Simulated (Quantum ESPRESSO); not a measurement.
Mg:

```
Mg
1.0
     3.17683    0.00000    0.00000
    -1.58841    2.75121    0.00000
     0.00000    0.00000   10.31886
Mg
4
Cartesian
  1.5884 0.9171 7.7391
  0.0000 0.0000 5.1594
  0.0000 1.8341 2.5797
  0.0000 0.0000 0.0000
```

- Program: Quantum ESPRESSO 7.5
- Task: phonons
- Functional: PBE
- Potentials or basis: SSSP 1.3 efficiency PBE
- Cutoff: 748 eV
- Density cutoff: 5987 eV
- k mesh: 8 × 8 × 2, shifted
- Occupations: methfessel-paxton, width 0.2 eV
- Spin: no spin polarisation
- Mixing beta: 0.5
- Most SCF iterations: 120
- SCF threshold: 8e-10 Ry

At Γ the optical frequencies are 87 87 95 95 128 128 180 183 256 cm⁻¹, at a pressure of 0.6 GPa.

Q: How do the modes respond when the cell is scaled evenly, at fixed shape?

A: The highest mode has a Grüneisen parameter of 1.71. None of the listed modes softens on compression. Real pressure also changes the shape of this cell, most of all in layered crystals, so these aren't the shifts under hydrostatic load.

Frequencies at 99 % and 101 % of the volume (pressures 1.0 and 0.2 GPa), ions relaxed:
```csv
mode,99 % (cm⁻¹),101 % (cm⁻¹),Grüneisen parameter
4,87.6,85.6,1.17
5,87.6,85.6,1.17
6,96.5,94.1,1.24
7,96.5,94.1,1.24
8,129.2,126.2,1.19
9,129.2,126.2,1.19
10,183.0,176.6,1.76
11,186.4,180.0,1.74
12,260.5,251.8,1.71
```

Modes are matched by their order; those that don't vary smoothly over the three volumes are left out.

Caveat: the k mesh is coarse; the mesh is thin for the phonons of a metal.
